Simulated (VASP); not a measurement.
TlBr, 2 atoms in the cell. It takes space group Pm-3m (No. 221, cubic). Conventional cell: a = 3.995 Å, b = 3.995 Å, c = 3.995 Å, α = 90.00°, β = 90.00°, γ = 90.00°. Tl (site symmetry m-3m) has 8 Br at 3.46 Å as nearest neighbours. Br (site symmetry m-3m) has 8 Tl at 3.46 Å as nearest neighbours. The cell was built by a generator and needn't be a form met in nature.

| Property | Result |
| --- | --- |
| Program | VASP 6.6.1 |
| Task | single point |
| Functional | HSE06 |
| Potentials or basis | VASP PAW PBE potentials, release 64 (Tl_d, Br) |
| Cutoff | 520 eV |
| k mesh | 4 × 4 × 4 |
| Occupations | gaussian, width 0.01 eV |
| Spin | no spin polarisation |
| Dipole correction | no |
| Exchange at q = 0 | truncated |
| Grid for exact exchange (PRECFOCK) | Normal |
| Screening parameter | 0.2079 1/A |
| Further INCAR settings | ALGO = Normal; EDIFF = 1e-06; NBANDS = 17 |

Potentials or basis: VASP PAW PBE potentials, release 64 (Tl_d, Br).

Launch:

```sh
$ cat potpaw_PBE.64/Tl_d/POTCAR potpaw_PBE.64/Br/POTCAR > POTCAR
$ cp INCAR.step1 INCAR
$ mpirun -np 1 vasp_std > vasp.out
$ cp INCAR.step2 INCAR
$ mpirun -np 1 vasp_std > vasp.out
```

Hardware: 1 thread of Intel(R) Xeon(R) Platinum 8259CL CPU @ 2.50GHz (Skylake/Cascade Lake), on a shared host.

Q: Estimate the wall time of this run.

A: It took 8.4 min on 1 thread of Intel(R) Xeon(R) Platinum 8259CL CPU @ 2.50GHz (Skylake/Cascade Lake), with other jobs on the host, peak memory 0.29 GiB. Counts: scf iterations 9, k points 10.
